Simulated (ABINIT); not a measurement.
# Ge (I4_1/amd) in ABINIT: single point with LDA

Aim: the single point of Ge with LDA.

All numbers are computed with ABINIT 10.8.3 (patched build); they aren't measurements. Logs are shortened: lines on timing, memory, paths and dates and some standing lists are left out, and cuts for length are marked. The log counts tension as positive stress, the text compression.

**1. Starting point**

Symmetry: I4_1/amd, No. 141, tetragonal system. The conventional cell has a = 5.149 Å, b = 5.149 Å, c = 2.795 Å, α = 90.00°, β = 90.00°, γ = 90.00°. Around Ge (site symmetry -4m2) lie 6 Ge at 2.67 to 2.79 Å.

This isn't the form of Ge at room conditions, which is diamond.

**2. Single point, LDA**

Contents of run.abi:

```
# Pseudopotentials
pp_dirpath "./"
pseudos "Ge.upf"

# Structure
acell 3*1.0 Angstrom
rprim
    -2.5744897190     2.5744897190     1.3974126432
     2.5744897190    -2.5744897190     1.3974126432
     2.5744897190     2.5744897190    -1.3974126432
ntypat 1
znucl 32
natom 2
typat 1 1
xred
     0.5000000000     0.5000000000     0.0000000000
     0.2500000000     0.7500000000     0.5000000000

# Plane-wave basis
ecut 56.0

# k points
kptopt 1
ngkpt 8 8 8
nshiftk 1
shiftk 0.0 0.0 0.0

# Exchange and correlation
ixc 7

# Bands and occupations
nband 27
occopt 3
tsmear 0.05 eV

# SCF cycle
nstep 100
tolvrs 1.0e-10

# Output
iomode 3
prtwf 0
prtden 0
prteig 0
prtebands 0
enunit 2
```

Potentials or basis: PseudoDojo NC SR LDA v0.4 stringent.

The run is started by

```console
mpirun --bind-to none -np 4 abinit run.abi > log 2>&1
```

run.abo:

```text
.Version 10.8.3 of ABINIT
 Symmetries : space group I4_1/a m d (#141); Bravais tI (body-center tetrag.)
================================================================================
 Values of the parameters that define the memory need of the present run
     intxc =       0    ionmov =       0      iscf =       7    lmnmax =       6
     lnmax =       6     mgfft =      50  mpssoang =       3    mqgrid =    3001
     natom =       2  nloc_mem =       1    nspden =       1   nspinor =       1
    nsppol =       1      nsym =      16    n1xccc =    2501    ntypat =       1
    occopt =       3   xclevel =       1
       mpw =        5028          nfft =      125000          nkpt =          59
================================================================================
================================================================================

--------------------------------------------------------------------------------
------------- Echo of variables that govern the present computation ------------
--------------------------------------------------------------------------------
 -outvars: echo values of preprocessed input variables --------
            acell      1.8897261259E+00  1.8897261259E+00  1.8897261259E+00 Bohr
              amu      7.26100000E+01
             ecut      5.60000000E+01 Hartree
           enunit           2
                       outvar_i_n : Printing only first  50 k-points.
              ixc           7
                       outvar_i_n : Printing only first  50 k-points.
         kptrlatt        8    0    0      0    8    0      0    0    8
          kptrlen      4.22516349E+01
            natom           2
            nband          27
            ngfft          50      50      50
             nkpt          59
            nstep         100
             nsym          16
           ntypat           1
                       prtocc : prtvol=0, do not print more k-points.
           occopt           3
           prtden           0
        prtebands           0
           prteig           0
            prtwf           0
            rprim     -2.5744897190E+00  2.5744897190E+00  1.3974126432E+00
                       2.5744897190E+00 -2.5744897190E+00  1.3974126432E+00
                       2.5744897190E+00  2.5744897190E+00 -1.3974126432E+00
          spgroup         141
           tolvrs      1.00000000E-10
           tsmear      1.83746611E-03 Hartree
            typat      1  1
                       outvars : Printing only first  50 k-points.
           xangst     -4.4950674966E-18 -4.4950674966E-18  1.3974126432E+00
                       2.5744897190E+00  9.2089001166E-17  6.9870632160E-01
            xcart     -8.4944464861E-18 -8.4944464861E-18  2.6407271805E+00
                       4.8650804829E+00  1.7402299141E-16  1.3203635903E+00
             xred      5.0000000000E-01  5.0000000000E-01 -1.7460032811E-18
                       2.5000000000E-01  7.5000000000E-01  5.0000000000E-01
            znucl       32.00000

================================================================================

 chkinp: Checking input parameters for consistency.

================================================================================
== DATASET  1 ==================================================================

--- !DatasetInfo
iteration_state: {dtset: 1, }
dimensions: {natom: 2, nkpt: 59, mband: 27, nsppol: 1, nspinor: 1, nspden: 1, mpw: 5028, }
cutoff_energies: {ecut:  56.0, pawecutdg:  -1.0, }
electrons: {nelect:   4.40000000E+01, charge:   0.00000000E+00, occopt:   3.00000000E+00, tsmear:   1.83746611E-03, }
meta: {optdriver: 0, ionmov: 0, optcell: 0, iscf: 7, paral_kgb: 0, }
...

 Exchange-correlation functional for the present dataset will be:
  LDA: Perdew-Wang 92 LSD fit to Ceperley-Alder data - ixc=7
  J.P.Perdew and Y.Wang, PRB 45, 13244 (1992)

 Real(R)+Recip(G) space primitive vectors, cartesian coordinates (Bohr,Bohr^-1):
 R(1)= -4.8650805  4.8650805  2.6407272  G(1)=  0.0000000  0.1027732  0.1893418
 R(2)=  4.8650805 -4.8650805  2.6407272  G(2)=  0.1027732  0.0000000  0.1893418
 R(3)=  4.8650805  4.8650805 -2.6407272  G(3)=  0.1027732  0.1027732  0.0000000
 Unit cell volume ucvol=  2.5001357E+02 bohr^3
 Angles (23,13,12)=  9.73769836E+01  9.73769836E+01  1.38005201E+02 degrees

 getcut: wavevector=  0.0000  0.0000  0.0000  ngfft=  50  50  50
         ecut(hartree)=     56.000   => boxcut(ratio)=   2.01466

--- Pseudopotential description ------------------------------------------------
- pspini: atom type   1  psp file is ./Ge.upf
12 -1012 2 -1 1524                            pspcod,pspxc,lmax,lloc,mmax
     nproj     2     2     2

   1.99213751E+03                                ecore*ucvol(ha*bohr**3)
--------------------------------------------------------------------------------

================================================================================

--- !BeginCycle
iteration_state: {dtset: 1, }
solver: {iscf: 7, nstep: 100, nline: 4, wfoptalg: 0, }
tolerances: {tolvrs: 1.00E-10, }
...

     iter   Etot(hartree)      deltaE(h)  residm     vres2
 ETOT  1  -556.60175877947    -5.566E+02 1.065E+00 1.349E+02
 ETOT  2  -558.88034240098    -2.279E+00 2.868E-02 1.197E+02
 ETOT  3  -558.89082000767    -1.048E-02 5.268E-03 1.466E+01
 ETOT  4  -558.89115356773    -3.336E-04 9.430E-04 8.302E+00
 ETOT  5  -558.89162883829    -4.753E-04 1.019E-03 1.443E+00
 ETOT  6  -558.89172210410    -9.327E-05 2.576E-04 8.312E-03
 ETOT  7  -558.89172272542    -6.213E-07 1.145E-04 1.027E-04
 ETOT  8  -558.89172273261    -7.190E-09 1.011E-04 1.493E-07
 ETOT  9  -558.89172273263    -2.080E-11 3.341E-05 6.229E-10
 ETOT 10  -558.89172273262     1.251E-11 5.306E-05 1.418E-12

 At SCF step   10       vres2   =  1.42E-12 < tolvrs=  1.00E-10 =>converged.

 Cartesian components of stress tensor (hartree/bohr^3)
  sigma(1 1)=  1.93876090E-04  sigma(3 2)=  0.00000000E+00
  sigma(2 2)=  1.93876090E-04  sigma(3 1)=  0.00000000E+00
  sigma(3 3)=  3.49631109E-05  sigma(2 1)=  0.00000000E+00

--- !ResultsGS
iteration_state: {dtset: 1, }
comment   : Summary of ground state results
lattice_vectors:
- [ -4.8650805,   4.8650805,   2.6407272, ]
- [  4.8650805,  -4.8650805,   2.6407272, ]
- [  4.8650805,   4.8650805,  -2.6407272, ]
lattice_lengths: [   7.36963,    7.36963,    7.36963, ]
lattice_angles: [ 97.377,  97.377, 138.005, ] # degrees, (23, 13, 12)
lattice_volume:   2.5001357E+02
convergence: {deltae:  1.251E-11, res2:  1.418E-12, residm:  5.306E-05, diffor: null, }
etotal    :  -5.58891723E+02
entropy   :   0.00000000E+00
fermie    :   2.94772495E-01
cartesian_stress_tensor: # hartree/bohr^3
- [  1.93876090E-04,   0.00000000E+00,   0.00000000E+00, ]
- [  0.00000000E+00,   1.93876090E-04,   0.00000000E+00, ]
- [  0.00000000E+00,   0.00000000E+00,   3.49631109E-05, ]
pressure_GPa:  -4.1456E+00
xred      :
- [  5.0000E-01,   5.0000E-01,  -1.7460E-18, Ge]
- [  2.5000E-01,   7.5000E-01,   5.0000E-01, Ge]
cartesian_forces: # hartree/bohr
- [ -4.13476265E-30,  -3.97261510E-30,  -7.76694529E-30, ]
- [  4.13476265E-30,   3.97261510E-30,   7.76694529E-30, ]
force_length_stats: {min:   9.65418935E-30, max:   9.65418935E-30, mean:   9.65418935E-30, }
...

 Integrated electronic density in atomic spheres:
 ------------------------------------------------
 Atom  Sphere_radius  Integrated_density
    1        2.00000         19.51613028
    2        2.00000         19.50475890
================================================================================

 ----iterations are completed or convergence reached----

 Mean square residual over all n,k,spin=   78.354E-09; max=  53.057E-06
 reduced coordinates (array xred) for    2 atoms
       0.500000000000      0.500000000000     -0.000000000000
       0.250000000000      0.750000000000      0.500000000000
 rms dE/dt=  2.8992E-29; max dE/dt=  5.0487E-29; dE/dt below (all hartree)
    1       0.000000000000      0.000000000000      0.000000000000
    2       0.000000000000     -0.000000000000     -0.000000000000

 cartesian coordinates (angstrom) at end:
    1     -0.00000000000000    -0.00000000000000     1.39741264320000
    2      2.57448971900000     0.00000000000000     0.69870632160000

 cartesian forces (hartree/bohr) at end:
    1     -0.00000000000000    -0.00000000000000    -0.00000000000000
    2      0.00000000000000     0.00000000000000     0.00000000000000
 frms,max,avg= 5.5738488E-30 7.7669453E-30   0.000E+00  0.000E+00  0.000E+00 h/b

 cartesian forces (eV/Angstrom) at end:
    1     -0.00000000000000    -0.00000000000000    -0.00000000000000
    2      0.00000000000000     0.00000000000000     0.00000000000000
 frms,max,avg= 2.8661883E-28 3.9939239E-28   0.000E+00  0.000E+00  0.000E+00 e/A
 length scales=  1.889726125908  1.889726125908  1.889726125908 bohr
              =  1.000000000000  1.000000000000  1.000000000000 angstroms
 Fermi (or HOMO) energy (hartree) =   0.29477   Average Vxc (hartree)=  -0.43075
 Eigenvalues (hartree) for nkpt=  59  k points:
 kpt#   1, nband= 27, wtk=  0.00195, kpt=  0.0000  0.0000  0.0000 (reduced coord)
  -5.68636   -5.68634   -3.76260   -3.76259   -3.76229   -3.76229   -3.76214   -3.76214
  -0.61535   -0.61343   -0.61258   -0.61224   -0.60846   -0.60846   -0.60822   -0.60822
  -0.60618   -0.60369   -0.19263    0.14286    0.21130    0.21130    0.42056    0.57278
   0.57278    0.59296    0.59994
      occupation numbers for kpt#   1
   2.00000    2.00000    2.00000    2.00000    2.00000    2.00000    2.00000    2.00000
   2.00000    2.00000    2.00000    2.00000    2.00000    2.00000    2.00000    2.00000
   2.00000    2.00000    2.00000    2.00000    2.00000    2.00000    0.00000    0.00000
   0.00000    0.00000    0.00000
 prteigrs : prtvol=0 or 1, do not print more k-points.

 Fermi (or HOMO) energy (eV) =   8.02117   Average Vxc (eV)= -11.72129
 Eigenvalues (   eV  ) for nkpt=  59  k points:
 kpt#   1, nband= 27, wtk=  0.00195, kpt=  0.0000  0.0000  0.0000 (reduced coord)
-154.73380 -154.73323 -102.38548 -102.38533 -102.37700 -102.37700 -102.37306 -102.37306
 -16.74447  -16.69236  -16.66923  -16.65981  -16.55713  -16.55713  -16.55045  -16.55045
 -16.49501  -16.42711   -5.24182    3.88747    5.74977    5.74977   11.44398   15.58626
  15.58626   16.13525   16.32508
 prteigrs : prtvol=0 or 1, do not print more k-points.

--- !EnergyTerms
iteration_state     : {dtset: 1, }
comment             : Components of total free energy in Hartree
kinetic             :  2.67195062429915E+02
hartree             :  2.18212796775209E+02
xc                  : -5.42357883468085E+01
Ewald energy        : -2.76673746357223E+02
psp_core            :  7.96811746172502E+00
local_psp           : -5.77949529013026E+02
non_local_psp       : -1.43408356107473E+02
internal            : -5.58891443157682E+02
'-kT*entropy'       : -2.79574939861870E-04
total_energy        : -5.58891722732622E+02
total_energy_eV     : -1.52082185369591E+04
band_energy         : -7.93056027195197E+01
...

 Cartesian components of stress tensor (hartree/bohr^3)
  sigma(1 1)=  1.93876090E-04  sigma(3 2)=  0.00000000E+00
  sigma(2 2)=  1.93876090E-04  sigma(3 1)=  0.00000000E+00
  sigma(3 3)=  3.49631109E-05  sigma(2 1)=  0.00000000E+00

-Cartesian components of stress tensor (GPa)         [Pressure= -4.1456E+00 GPa]
- sigma(1 1)=  5.70403150E+00  sigma(3 2)=  0.00000000E+00
- sigma(2 2)=  5.70403150E+00  sigma(3 1)=  0.00000000E+00
- sigma(3 3)=  1.02865024E+00  sigma(2 1)=  0.00000000E+00

== END DATASET(S) ==============================================================
================================================================================

 -outvars: echo values of variables after computation  --------
            acell      1.8897261259E+00  1.8897261259E+00  1.8897261259E+00 Bohr
           etotal     -5.5889172273E+02
            fcart     -4.1347626527E-30 -3.9726150977E-30 -7.7669452895E-30
                       4.1347626527E-30  3.9726150977E-30  7.7669452895E-30
            rprim     -2.5744897190E+00  2.5744897190E+00  1.3974126432E+00
                       2.5744897190E+00 -2.5744897190E+00  1.3974126432E+00
                       2.5744897190E+00  2.5744897190E+00 -1.3974126432E+00
           strten      1.9387608991E-04  1.9387608991E-04  3.4963110870E-05
                       0.0000000000E+00  0.0000000000E+00  0.0000000000E+00
           xangst     -4.4950674966E-18 -4.4950674966E-18  1.3974126432E+00
                       2.5744897190E+00  9.2089001166E-17  6.9870632160E-01
             xred      5.0000000000E-01  5.0000000000E-01 -1.7460032811E-18
                       2.5000000000E-01  7.5000000000E-01  5.0000000000E-01
 Calculation completed.
```

It took 66 s on 4 MPI ranks of AMD EPYC 7R43 (Zen 3), shared host; peak memory 0.44 GiB.

What came out:

```
Free energy                                           : -15208.2185 eV
Pressure                                              : -4.1 GPa
Band gap on the k mesh                                : none (metal or under the smearing width)
Valence electrons inside the program's atomic spheres : Ge 19.52, 19.50 (radii [1.0584] Å)
```

Levels at points of the mesh, in eV from the Fermi level:
| k point | band 18 | band 19 | band 20 | band 21 | band 22 | band 23 | band 24 | band 25 | band 26 | band 27 |
| --- | --- | --- | --- | --- | --- | --- | --- | --- | --- | --- |
| (0.00, 0.00, 0.00) | -24.45 | -13.26 | -4.13 | -2.27 | -2.27 | 3.42 | 7.57 | 7.57 | 8.11 | 8.30 |
| (0.50, 0.00, 0.00) | -24.49 | -8.05 | -6.34 | -2.64 | -1.94 | -1.28 | 2.60 | 3.57 | 5.52 | 8.88 |
| (0.50, 0.50, 0.00) | -24.53 | -10.53 | -10.53 | 0.67 | 0.67 | 1.94 | 1.94 | 7.52 | 7.52 | 11.49 |
| (0.50, 0.50, 0.50) | -24.57 | -8.88 | -8.88 | -5.82 | -5.82 | 6.19 | 6.19 | 10.91 | 10.91 | 15.39 |
